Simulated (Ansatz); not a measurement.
A series in volume scale on VN

All results are calculated (Ansatz 0.2.0). Periodic Kohn-Sham DFT of a crystal at fixed atoms, scaled to volume_scale times the given cell; pressure positive in compression, energy less spherical unpolarised free atoms, largest_vzz the field gradient of largest size among the nuclei.

The cell before it is scaled or strained (space group Fm-3m, No. 225):
```
cell vectors (Å)
   0.0000     2.0640     2.0640
   2.0640     0.0000     2.0640
   2.0640     2.0640     0.0000
atoms (fractions of the cell vectors)
V   0.00000  0.00000  0.00000
N   0.50000  0.50000  0.50000
```

Settings of every row: method all-electron PAW; functional PBE; relativity scalar; k mesh 14x14x14; filling fermi-dirac; smearing width 0.08 eV; nucleus gaussian.

Atom:
```
element  start moment (bohr magneton)
      V                           1.5
      N                             0
```

```
row  volume scale  V (Å³/atom)  pressure (GPa)
  1          0.94        8.265          19.066
  2        0.9405         8.27          18.857
  3          0.96        8.441          11.122
  4          0.98        8.617           3.988
  5          0.99        8.705             0.7
  6             1        8.793          -2.417
  7          1.01        8.881          -5.371
  8          1.02        8.969               ?
  9          1.04        9.145         -13.336
 10          1.06         9.32         -17.973
```

Cell moment is 0 bohr magneton in every row.

Question: what pressure should row 8 give?

Worked fit of pressure. Take u = (V_r/V)^(2/3) − 1 with V_r = 8.705 Å³ an atom, which is twice the finite (Eulerian) strain; such expansions in the strain, on which the Birch-Murnaghan equation of state is built, carry the rest volume and the bulk modulus. The shown rows have u = 0.03518, 0.03477, 0.02074, 0.0068, 0, -0.00668, -0.01326, -0.03234, -0.04449. Least squares give pressure = 0.6994 + 474.745 × u + 1303.9 × u² + 1477 × u³ GPa; a parabola predicts inner rows, each left out in turn, worse (root mean square 0.026 against 0.0095 GPa). The rows lie off it by -0.013, 0.012, 0.002, 0.000, 0.001, -0.003, -0.001, 0.004, -0.002 (root mean square 0.0062 GPa). The pressure vanishes at u = -0.0015, or V = 8.724 Å³ an atom, and there the bulk modulus at fixed shape and fractions is B = −V dP/dV = (2/3)(1 + u) dP/du = 313 GPa. The withheld row has u = -0.01972, so the fit gives 0.6994 + 474.745 × (-0.01972) + 1303.9 × (-0.01972)² + 1477 × (-0.01972)³ = -8.167 GPa.

The calculation gave -8.17 GPa. The fit lies 0.003 GPa (0.0081 % of the column's range) above it; its largest miss of a shown row is 0.013 GPa.
